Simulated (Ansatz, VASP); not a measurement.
## CuO in VASP and in Ansatz

File INCAR:

```
PREC = Accurate ; ENCUT = 520
EDIFF = 1E-6 ; ISMEAR = -1
SIGMA = 0.05 ; LREAL = False
LASPH = True ; NELM = 100
ALGO = Normal ; ISIF = 2
LWAVE = False ; LCHARG = False
GGA = PE ; NBANDS = 16
```

File KPOINTS:

```
regular mesh
0
Gamma
  9 9 9
```

POSCAR

```
CuO
1.0
    2.5525506100      0.0000000000      0.0000000000
    0.0000000000      2.5525506100      0.0000000000
    0.0000000000      0.0000000000      2.5014995978
Cu O
1 1
Direct
    0.0000000000      0.0000000000      0.0000000000
    0.5000000000      0.5000000000      0.5000000000
```

File input.yaml:

```yaml
crystal:
  lattice:
    - [2.55255061, 0.0, 0.0]
    - [0.0, 2.55255061, 0.0]
    - [0.0, 0.0, 2.5014995978]
  atoms:
    - { symbol: Cu, position: [0.0, 0.0, 0.0] }
    - { symbol: O, position: [0.5, 0.5, 0.5] }
hamiltonian:
  xc: pbe
  pseudopotentials: { kind: paw }
kpoints:
  mp_grid: { grid: [9, 9, 9] }
  band_path:
    path:
      - [[0.0, 0.0, 0.0], [0.0, 0.5, 0.0], [0.5, 0.5, 0.0], [0.0, 0.0, 0.0], [0.0, 0.0, 0.5], [0.0, 0.5, 0.5], [0.5, 0.5, 0.5], [0.0, 0.0, 0.5]]
      - [[0.0, 0.5, 0.0], [0.0, 0.5, 0.5]]
      - [[0.5, 0.5, 0.0], [0.5, 0.5, 0.5]]
    npoints: 14
scf:
  occupations: { method: fermi_dirac, width: 0.05 }
  n_extra_bands: 6
output:
  forces: true
  stress: true
  eigenvalues: true
  fatbands: false
  write_density: true
  write_potential: true
  elf: true
  volumetric_format: npy
```

Measurements of this composition are mostly on another form, of space group No. 15.

Alike in both runs: functional PBE; k mesh 9 × 9 × 9; occupations fermi-dirac, width 0.05 eV; no spin polarisation.

```csv
,VASP,Ansatz
version,VASP 6.6.1,Ansatz 0.2.0
potentials or method,"VASP PAW PBE potentials, release 64 (Cu, O)",Ansatz PAW
plane-wave cutoff (eV),520,420
valence electrons in the cell,17,25
task,single point,band structure
```

```tsv
	VASP	Ansatz	Ansatz less VASP
gap on the k mesh at the Fermi level (eV)	none	none	-
pressure (GPa)	26.9	26.6	-0.31
largest component of the traceless stress (GPa)	4.56	4.58	+0.023
```

A gap of «none» marks a metal or a gap that the smearing closes. The two sets of potentials don't hold the same shells in valence.

Caveats: an odd number of electrons without spin polarisation forces a metal; a magnetic or distorted state may lie lower; the run has no spin polarisation, though such a crystal can be magnetic; semilocal functionals often make such compounds metallic where correlation or magnetic order opens a gap, which also shifts bond lengths; so large a pressure means that the cell lies far from this level's equilibrium, or that cutoff or potentials fall short (VASP); the pressure holds a Pulay correction of +0.9 GPa for the finite cutoff (Ansatz).
